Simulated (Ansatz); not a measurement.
Start from `NC(N)=O` and change one atom or group to get `N[C](=O)[GeH2][Cl]`.

Ansatz, PBE0-D4/def2-TZVP geometries, multiplicity 1. Each molecule was computed in one conformer, which needn't be the lowest.

Scalar relativity is left out up to krypton.

```csv
property,`NC(N)=O`
LUMO energy (PBE/def2-TZVPP) / eV,-0.14
size of the dipole moment (B3LYP/def2-TZVPP) / D,3.82
HOMO–LUMO gap (ωB97M-V/def2-TZVPP) / eV,11.99
HOMO energy (PBE/def2-TZVPP) / eV,-5.83
LUMO energy (PBE0/def2-TZVPP) / eV,0.68
HOMO energy (ωB97M-V/def2-TZVPP) / eV,-9.94
```

Give the same properties after the change, and the shifts. (Best estimate.)

Ansatz gave: 
| property | `N[C](=O)[GeH2][Cl]` | shift |
| --- | --- | --- |
| LUMO energy (PBE/def2-TZVPP) / eV | -1.37 | -1.23 |
| size of the dipole moment (B3LYP/def2-TZVPP) / D | 1.72 | -2.10 |
| HOMO–LUMO gap (ωB97M-V/def2-TZVPP) / eV | 11.31 | -0.68 |
| HOMO energy (PBE/def2-TZVPP) / eV | -5.95 | -0.12 |
| LUMO energy (PBE0/def2-TZVPP) / eV | -0.36 | -1.04 |
| HOMO energy (ωB97M-V/def2-TZVPP) / eV | -9.61 | 0.33 |

With PBE0 the HOMO rises by 0.13 eV and the LUMO falls by 1.04 eV, so the gap narrows by about 1.17 eV. PBE moves the HOMO by -0.12 eV and ωB97M-V by 0.33 eV. Dipoles are sizes alone; their direction can turn.

B3LYP here is the variant with VWN-RPA as its local correlation; programs differ in this.

Positive LUMOs are unbound, so they and the gaps depend on the basis.
